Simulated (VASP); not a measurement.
Input of a VASP 6.6.1 run:

File INCAR:

```
ALGO = Normal ; EDIFF = 1E-7
EDIFFG = -0.005 ; ENCUT = 600
GGA = PE ; IBRION = 2
ISIF = 3 ; ISMEAR = 1
LASPH = True ; LCHARG = False
LREAL = False ; LWAVE = False
NELM = 80 ; NSW = 90
PREC = Accurate ; SIGMA = 0.1
```

KPOINTS

```
k-points
0
Gamma
  15 15 13
```

Contents of POSCAR:

```
P                                       
1.0
    1.7384733166      1.0037080374      3.0734091217
   -1.7384733166      1.0037080374      3.0734091217
    0.0000000000     -2.0074160746      3.0734091217
  P             
     2
Direct
     0.2290558359453096    0.2290558359453096    0.2290558359453095
     0.7709441640546907    0.7709441640546907    0.7709441640546906
```

Potentials or basis: VASP PAW PBE potentials, release 64 (P).

Launch:

```sh
$ cat potpaw_PBE.64/P/POTCAR > POTCAR
$ mpirun -np 1 vasp_std > vasp.out
```

Question: Estimate the band gap on the k mesh.

Answer: None (metal or under the smearing width).

Forces on the atoms (eV/Å):
```
P    0.000  0.000 -0.004
P    0.000  0.000  0.004
```

Caveat: the relaxation stopped at its first step, so nothing moved.
